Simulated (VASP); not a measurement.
Wanted: the native input for a VASP 6.6.1 run.

| Item | Value |
| --- | --- |
| Task | single point |
| Functional | PBEsol |
| Potentials or basis | VASP PAW PBE potentials, release 64 (Ta_pv, N) |
| Cutoff | 520 eV |
| k mesh | 9 × 9 × 4 |
| Occupations | gaussian, width 0.05 eV |
| Spin | collinear spin, antiferromagnetic start |
| Starting moments | [0.5, -0.5, 0.0, 0.0] μB |
| Hubbard terms | Ta d U = 2 eV |
| Further INCAR settings | ALGO = Normal; EDIFF = 1e-06; NBANDS = 28 |

The structure of TaN lies in POSCAR:

```
TaN
1.0
    2.9380011100      0.0000000000      0.0000000000
   -1.4690005500      2.5443836000      0.0000000000
    0.0000000000      0.0000000000      5.7660044200
Ta N
2 2
Direct
    0.3333333333      0.6666666667      0.2500000000
    0.3333333333      0.6666666667      0.7500000000
    0.0000000000      0.0000000000      0.0000000000
    0.0000000000      0.0000000000      0.5000000000
```

These files were run (other wordings do the same):

INCAR

```
SYSTEM = TaN
ALGO = Normal ; EDIFF = 1E-6
ENCUT = 520 ; GGA = PS
ISIF = 2 ; ISMEAR = 0
ISPIN = 2 ; LASPH = .TRUE.
LCHARG = .FALSE. ; LDAU = .TRUE.
LDAUJ = 0 0 ; LDAUL = 2 -1
LDAUPRINT = 1 ; LDAUTYPE = 2
LDAUU = 2 0 ; LMAXMIX = 4
LORBIT = 11 ; LREAL = .FALSE.
LWAVE = .FALSE. ; MAGMOM = 0.5 -0.5 0 0
NBANDS = 28 ; NELM = 100
PREC = Accurate ; SIGMA = 0.05
```

KPOINTS

```
k-points
0
G
  9 9 4
  0 0 0
```

Potentials or basis: VASP PAW PBE potentials, release 64 (Ta_pv, N).

The run is started by

```bash
$ cat potpaw_PBE.64/Ta_pv/POTCAR potpaw_PBE.64/N/POTCAR > POTCAR
$ mpirun -np 1 vasp_std > vasp.out
```

It gave:

```
Pressure                                              : 2.3 GPa
Band gap on the k mesh                                : none (metal or under the smearing width)
Net moment                                            : 0.00 μB per cell
Valence electrons inside the program's atomic spheres : Ta 8.96; N 3.73
```

Caveat: the PAW data sets were made with another functional, which shifts forces and pressure a little.

Wall time 78 s on 1 thread of Intel(R) Xeon(R) Platinum 8488C (Sapphire Rapids), with other jobs on the host, peak memory 0.22 GiB.
